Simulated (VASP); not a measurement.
A run of VASP 6.6.1 is set up as follows.

Contents of INCAR:

```
ALGO = Normal
EDIFF = 1E-6
ENCUT = 520
GGA = PS
ICORELEVEL = 1
ISIF = 2
ISMEAR = 0
LASPH = True
LCHARG = False
LREAL = False
LWAVE = False
NBANDS = 16
NELM = 80
PREC = Accurate
SIGMA = 0.03
```

Contents of KPOINTS:

```
k-points
0
Gamma
  9 9 5
```

Contents of POSCAR:

```
Mg3Sb2                                  
1.0
    4.5546491330     -0.0000000000     -0.0000000000
   -2.2773245666      3.9444418544     -0.0000000000
   -0.0000000000      0.0000000000      7.1860071842
  Mg              Sb            
     3     2
Direct
     0.3333333300000021    0.6666666699999979    0.6325098384122477
     0.6666666699999979    0.3333333300000021    0.3674901615877524
     1.0000000000000000    0.0000000000000000    1.0000000000000000
     0.3333333300000021    0.6666666699999979    0.2237411488488391
     0.6666666699999979    0.3333333300000021    0.7762588511511609
```

KPOINTS_OPT

```
explicit points
141
Reciprocal
 0.0000000000  0.0000000000  0.0000000000 1
 0.0357142857  0.0000000000  0.0000000000 1
 0.0714285714  0.0000000000  0.0000000000 1
 0.1071428571  0.0000000000  0.0000000000 1
 0.1428571429  0.0000000000  0.0000000000 1
 0.1785714286  0.0000000000  0.0000000000 1
[... 133 lines left out ...]
 0.5000000000  0.0000000000  0.5000000000 1
 0.5000000000  0.0000000000  0.0000000000 1
```

Potentials or basis: VASP PAW PBE potentials, release 64 (Mg, Sb).

The run is started by

```console
$ cat potpaw_PBE.64/Mg/POTCAR potpaw_PBE.64/Sb/POTCAR > POTCAR
$ mpirun -np 1 vasp_std > vasp.out
```

Question: Estimate the largest force.

Answer: 0.005 eV/Å.

Question: Predict the pressure.

Answer: 0.0 GPa.

Levels at the corners of the path, in eV from the valence-band top:
| point | band 5 | band 6 | band 7 | band 8 | band 9 | band 10 | band 11 | band 12 |
| --- | --- | --- | --- | --- | --- | --- | --- | --- |
| Γ | -1.16 | -0.44 | -0.44 | 0.00 | 1.09 | 1.15 | 2.99 | 2.99 |
| M | -3.35 | -2.39 | -2.28 | -0.93 | 0.30 | 1.91 | 2.09 | 2.74 |
| M | -3.35 | -2.39 | -2.28 | -0.93 | 0.30 | 1.91 | 2.09 | 2.74 |
| K | -3.69 | -2.65 | -2.65 | -2.60 | 0.18 | 4.10 | 4.20 | 4.20 |
| K | -3.69 | -2.65 | -2.65 | -2.60 | 0.18 | 4.10 | 4.20 | 4.20 |
| Γ | -1.16 | -0.44 | -0.44 | 0.00 | 1.09 | 1.15 | 2.99 | 2.99 |
| Γ | -1.16 | -0.44 | -0.44 | 0.00 | 1.09 | 1.15 | 2.99 | 2.99 |
| A | -0.82 | -0.82 | -0.80 | -0.80 | 1.68 | 1.84 | 2.64 | 2.64 |
| A | -0.82 | -0.82 | -0.80 | -0.80 | 1.68 | 1.84 | 2.64 | 2.64 |
| L | -1.96 | -1.73 | -1.68 | -1.59 | 0.45 | 1.21 | 1.70 | 2.08 |
| L | -1.96 | -1.73 | -1.68 | -1.59 | 0.45 | 1.21 | 1.70 | 2.08 |
| H | -4.12 | -3.42 | -1.02 | -1.02 | 1.72 | 1.72 | 2.45 | 2.59 |
| H | -4.12 | -3.42 | -1.02 | -1.02 | 1.72 | 1.72 | 2.45 | 2.59 |
| A | -0.82 | -0.82 | -0.80 | -0.80 | 1.68 | 1.84 | 2.64 | 2.64 |
| L | -1.96 | -1.73 | -1.68 | -1.59 | 0.45 | 1.21 | 1.70 | 2.08 |
| M | -3.35 | -2.39 | -2.28 | -0.93 | 0.30 | 1.91 | 2.09 | 2.74 |
| K | -3.69 | -2.65 | -2.65 | -2.60 | 0.18 | 4.10 | 4.20 | 4.20 |
| H | -4.12 | -3.42 | -1.02 | -1.02 | 1.72 | 1.72 | 2.45 | 2.59 |

Caveat: the PAW data sets were made with another functional, which shifts forces and pressure a little; spin-orbit coupling is left out, which moves the levels of the heavy elements.
